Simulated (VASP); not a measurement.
ClCs, 2 atoms in the cell. The cell holds a molecule in a box, 2 atoms: a = 9.000 Å, b = 9.000 Å, c = 12.000 Å, α = 90.00°, β = 90.00°, γ = 90.00°. 

```yaml
Program: VASP 6.6.1
Task: relaxation of the atoms
Functional: PBE
Dispersion: TS
Potentials_or_basis: VASP PAW PBE potentials, release 64 (Cl, Cs_sv)
Cutoff: 520 eV
k_mesh: 1 × 1 × 1
Occupations: gaussian, width 0.01 eV
Spin: no spin polarisation
Further_INCAR_settings: ALGO = Normal; EDIFF = 1e-06; IBRION = 2; EDIFFG = -0.01; NSW = 40
```

Potentials or basis: VASP PAW PBE potentials, release 64 (Cl, Cs_sv).

The run is started by

```console
$ cat potpaw_PBE.64/Cl/POTCAR potpaw_PBE.64/Cs_sv/POTCAR > POTCAR
$ mpirun -np 1 vasp_gam > vasp.out
```

Hardware: 1 thread of Intel(R) Xeon(R) Platinum 8488C (Sapphire Rapids), on a shared host.

Task: Estimate the wall time of this run.

Result: It took 2.2 min on 1 thread of Intel(R) Xeon(R) Platinum 8488C (Sapphire Rapids) (shared host), peak memory 0.88 GiB. Counts: scf iterations 50, k points 1, ion steps 3.
